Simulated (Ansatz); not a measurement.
NbAs under changes of volume

One of the cells (17.395 Å³/atom); the others are scaled copies at fixed shape and fractional positions:

```xyz
4
Lattice="-1.7259 1.7259 5.8400 1.7259 -1.7259 5.8400 1.7259 1.7259 -5.8400" Properties=species:S:1:pos:R:3 pbc="T T T"
Nb    0.0000    1.7259    0.0000
Nb    0.0000    0.0000    8.7600
As    0.0000    1.7259    4.8589
As    0.0000    0.0000    1.9389
```

| Property | Result |
| --- | --- |
| Program | Ansatz 0.2.0 |
| Functional | PBE |
| Potentials or basis | Ansatz PAW |
| Cutoff | 420 eV (not typed: the program's choice for these potentials) |
| k mesh | 11 × 11 × 11 |
| Occupations | fermi-dirac, width 0.05 eV |
| Spin | no spin polarisation |

```tsv
volume (Å³/atom)	energy over the lowest point (meV/atom)	pressure (GPa)	largest force (eV/Å)
16.351	63.58	15.9	0.382
16.699	34.27	11.2	0.352
17.047	14.53	7.0	0.324
17.395	?	?	?
17.743	0.00	-0.1	0.273
18.091	3.55	-3.1	0.251
18.438	13.34	-5.8	0.229
```

Task: What does the run at 17.395 Å³/atom give?

Result: Energy over the lowest point 3.40 meV/atom; pressure 3.3 GPa; largest force 0.298 eV/Å.

Worked out: A Birch-Murnaghan fit of order 3 (a polynomial in V^(-2/3)) to the other rows has its minimum at 17.73 Å³/atom with B0 = V·E''(V) = 164 GPa and B' = 4.4 at fixed shape and positions, which overstates the stiffness. It gives 3.40 meV/atom at 17.395 Å³/atom, against the run's 3.40, and -dE/dV = 3.3 GPa, against 3.3.

Energies are extrapolated to zero smearing.
